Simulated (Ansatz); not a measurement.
# Run record: Co

The cell (2 atoms) is Co as an experimental structure (space group Fm-3m, primitive cell doubled). Source: COD entry 9012928, which need not be the ambient phase.

Computed with Ansatz development build ahead of 0.2.0, DFT, PBE, PAW, plane waves, scalar-relativistic.

The input:

```yaml
crystal:
  lattice:
    - [0.0, -1.7865, -1.7865]
    - [-3.573, -1.7865, -1.7865]
    - [0.0, 1.7865, -1.7865]
  atoms:
    - { symbol: Co, position: [0.0, 0.0, 0.0], spin: 3.0 }
    - { symbol: Co, position: [0.0, 0.5, 0.5], spin: 3.0 }
magnetization:
  spin_polarized: true
hamiltonian:
  xc: pbe
  pseudopotentials: { kind: paw }
basis:
  ecutwfc: 420
kpoints:
  mp_grid: { grid: [13, 8, 11] }
scf:
  occupations: { method: fermi_dirac, width: 0.1 }
  lower_state_search: "off"
output:
  forces: true
  stress: true
```

Output (shortened):

```
Warning: crystal.symmetry: narrowed to the stabiliser of the k-point mesh — unitary ops 32 → 8; excluded 24 operations that carry a point of the 13×8×11 mesh (shift [0, 0, 0]) off the mesh (the run samples exactly the mesh kpoints.mp_grid names, as under crystal.symmetry.detect: false, and its converged state has the mesh's symmetry, not the crystal's; [...]
Pseudopotentials: kind: paw
Pseudopotential: Co, paw, valence charge 17, recommended cutoff 420 eV (normal), Co.paw.azcp
Functional definition: PBE
Crystal: 2 atoms, lattice volume = 22.807 Å³
Basis set: ecut = 420 eV, 451 PW (Γ), exchange–correlation on 36×60×36 points (8 copies of the dense FFT grid, shifted against one another)
Bands: 24, of which v1, the nominal top of the filled ones, is band 17 counted from 1 (16 counted from 0)
Symmetry: 8 space group operations
k-points: 318 of 1144
Non-local potential: Co, projectors of the file, l = 0: 3, l = 1: 2, l = 2: 3, l = 3: 1
Initial density: superposition of atomic densities (chi_scale 0.1, normalization cell)
Starting moments: Σ|m| = 6 μB on 2 of 2 sites
Initial wavefunctions: pseudopotential atomic-orbital guess
Functional: x = pbe(κ = 0.804, μ = 0.2195149727645171), c = pbe(β = 0.06672455060314922)
iter 1 solved again at ethr=8.12e-4 eV; its pass at ethr=3.10e-3 eV (dr2=2.76e-1 eV) is discarded
SCF iter   1: F=—  HF=-10251.833401 eV  |F-HF|=—  |Δ(HF+E_count)|=         —  Δρ=1.17e-1 (↑1.17e-1 ↓7.76e-2)  dr2=2.76e-1  dr2_m=1.94e0  M=3.881 μB ∫|m|=4.083 μB  β_m=0.30  ethr=8.12e-4  ⟨swp⟩=1.0  Hψ=76110  notcnv=0
Mixer restart at iter 1: flushing history
preconditioner: auto → none  [metal: Δε(μ)=0.002 eV  Ē_g=10.601 eV  σ=0.100 eV  W_gap=0.01  n_scr=6 (ndim 8)  ℏωp=33.0 eV  f_vac=0.000  D(μ)=2.13/eV (n_scr^D=28)  sad-step TF]
spin-set hold released at iteration 1 (the charge has settled, or the pull on large starting moments outlasts its swing): the magnetisation degrees of freedom join the quasi-Newton model from the next iteration; the mixer history was flushed
SCF iter   2: F=—  HF=-10252.006808 eV  |F-HF|=—  |Δ(HF+E_count)|=   1.73e-1  Δρ=8.05e-2 (↑8.05e-2 ↓6.77e-2)  dr2=4.09e-2  dr2_m=1.14e0  M=3.764 μB ∫|m|=4.001 μB  β_m=0.65  ethr=8.11e-4  ⟨swp⟩=2.0  Hψ=18942  notcnv=0
SCF iter   3: F=—  HF=-10252.556828 eV  |F-HF|=—  |Δ(HF+E_count)|=   5.50e-1  Δρ=6.09e-2 (↑6.09e-2 ↓3.84e-2)  dr2=1.21e0  dr2_m=2.86e-2  M=3.466 μB ∫|m|=3.788 μB  β_m=0.47  ethr=1.20e-4  ⟨swp⟩=2.3  Hψ=32008  notcnv=0  defer=70
SCF iter   4: F=—  HF=-10252.279998 eV  |F-HF|=—  |Δ(HF+E_count)|=   2.77e-1  Δρ=1.06e-2 (↑1.33e-3 ↓1.06e-2)  dr2=1.23e-2  dr2_m=5.16e-3  M=3.352 μB ∫|m|=3.696 μB  β_m=0.74  ethr=1.20e-4  ⟨swp⟩=2.2  Hψ=34478  notcnv=0  defer=334
SCF iter   5: F=—  HF=-10252.285562 eV  |F-HF|=—  |Δ(HF+E_count)|=   5.56e-3  Δρ=6.52e-3 (↑3.37e-3 ↓6.52e-3)  dr2=1.13e-2  dr2_m=5.88e-4  M=3.338 μB ∫|m|=3.669 μB  β_m=0.87  ethr=3.62e-5  ⟨swp⟩=1.8  Hψ=22590  notcnv=0  defer=295
SCF iter   6: F=—  HF=-10252.284684 eV  |F-HF|=—  |Δ(HF+E_count)|=   8.78e-4  Δρ=6.18e-4 (↑6.18e-4 ↓5.00e-4)  dr2=1.58e-4  dr2_m=2.72e-6  M=3.342 μB ∫|m|=3.659 μB  β_m=0.83  ethr=3.33e-5  ⟨swp⟩=2.3  Hψ=23106  notcnv=0  defer=295
SCF iter   7: F=—  HF=-10252.284685 eV  |F-HF|=—  |Δ(HF+E_count)|=   1.15e-6  Δρ=3.06e-4 (↑3.06e-4 ↓1.29e-4)  dr2=1.88e-5  dr2_m=2.54e-6  M=3.341 μB ∫|m|=3.658 μB  β_m=0.91  ethr=4.65e-7  ⟨swp⟩=1.4  Hψ=15674  notcnv=0  defer=295
SCF iter   8: F=—  HF=-10252.284690 eV  |F-HF|=—  |Δ(HF+E_count)|=   5.26e-6  Δρ=4.23e-5 (↑2.22e-5 ↓4.23e-5)  dr2=2.75e-7  dr2_m=3.84e-8  M=3.341 μB ∫|m|=3.656 μB  β_m=0.82  ethr=5.54e-8  ⟨swp⟩=2.2  Hψ=21277  notcnv=0  defer=295
iter 9 met the thresholds in force, and the SCF goes on: an eigenvalue changes by 0.57 meV, over its tolerance of 0.50 meV (output.eigenvalues, Limitations)
SCF iter   9: F=-10252.284690 eV  HF=-10252.284690 eV  |F-HF|=1.96e-8  |Δ(HF+E_count)|=   1.50e-8  Δρ=1.15e-5 (↑1.06e-5 ↓1.15e-5)  dr2=3.03e-8  dr2_m=2.72e-9  M=3.341 μB ∫|m|=3.656 μB  β_m=0.90  ethr=2.94e-10  ⟨swp⟩=3.8  Hψ=42928  notcnv=0
SCF iter  10: F=-10252.284690 eV  HF=-10252.284690 eV  |F-HF|=6.15e-10  |Δ(HF+E_count)|=  7.59e-10  Δρ=3.41e-6 (↑9.89e-7 ↓3.41e-6)  dr2=7.98e-10  dr2_m=6.15e-10  M=3.341 μB ∫|m|=3.656 μB  ethr=8.90e-11  ⟨swp⟩=1.4  Hψ=46854  notcnv=0
SCF 1 converged in 10 iterations: F = -10252.284690 eV  dr2 = 7.98e-10
  greatest PAW one-centre occupation: 1.001 electrons in one spin orbital (limit 2), on the Co atom at site 1 (counted from 0), in its partial waves of l = 1
SCF converged after 10 iterations
an eigenvalue changed by more than its tolerance at an iteration that met the thresholds in force, so the SCF went on 1 time: the last check found none over its tolerance
Magnetization: 3.3410 μB (18.6705 up, 15.3295 down)
Absolute magnetization: 3.6569 μB (∫|ρ↑−ρ↓|, with the PAW one-centre terms)
Spin contamination: 0.0573 ħ² per cell (⟨S²⟩ above its minimum at these occupations)
Per-site moments (μB) at R_I (Å): [(1.7425, 1.0421), (1.7425, 1.0421)]
Free energy (F): -10252.284690 eV
Harris-Foulkes:  -10252.284690 eV  (|F-HF|=6.15e-10)
Internal energy: -10252.205764 eV  (E = F + TS)
E sigma→0 (E₀):  -10252.245227 eV
Entropy (-TS):   -0.078926 eV (-39.463 meV/atom)
Fermi energy:    17.720816 eV
--- Per-component energies (eV) ---
  E_band       = -522.859959
  E_kinetic    = 904.144561
  E_local      = -5805.718325  (includes V_loc(G=0)·N_el)
  E_nonlocal   = 908.728739
  E_hartree    = 2427.682262
  E_xc         = -316.903091
  E_vxc        = -408.859256  (∫ρ·V_xc dr)
  E_paw        = -3030.119827  (= ΣΔE_a)
  E_vpaw       = -976.522334  (= ΣTr[D̂ρ^β])
  E_aug_tail   = 0.000140  (compensation charges beyond the density's cutoff)
  E_ewald      = -5340.020223
  E_smearing   = -0.078926  (= −TS)
  E_closure    = 0.000000  (closes the sum)
  Σ components = -10252.284690   (vs F -10252.284690, Δ=0.00e0)
--- Forces (eV/Å), atoms counted from 1 ---
  atom   1  Co     0.00000000     0.00000000     0.00000000
  atom   2  Co     0.00000000     0.00000000    -0.00000000
  max |Σ_I F_I| component: 2.68e-29 eV/Å
--- Stress (GPa, compression-positive) ---
       -8.229387      -0.012194      -0.012194
       -0.012198      -8.414234      -0.072660
       -0.012198      -0.072660      -8.414234
  P = ⅓ Tr σ = -8.3526 GPa (-83.526 kbar)
```

Among 13 converged runs of this cell from various starts and settings, this end is the lowest found.

The mesh has less symmetry than the lattice, which lowers the symmetry of the run.

The run took 11 s on 2 threads of Arm Neoverse V2, on a shared host, peak memory 0.49 GiB.
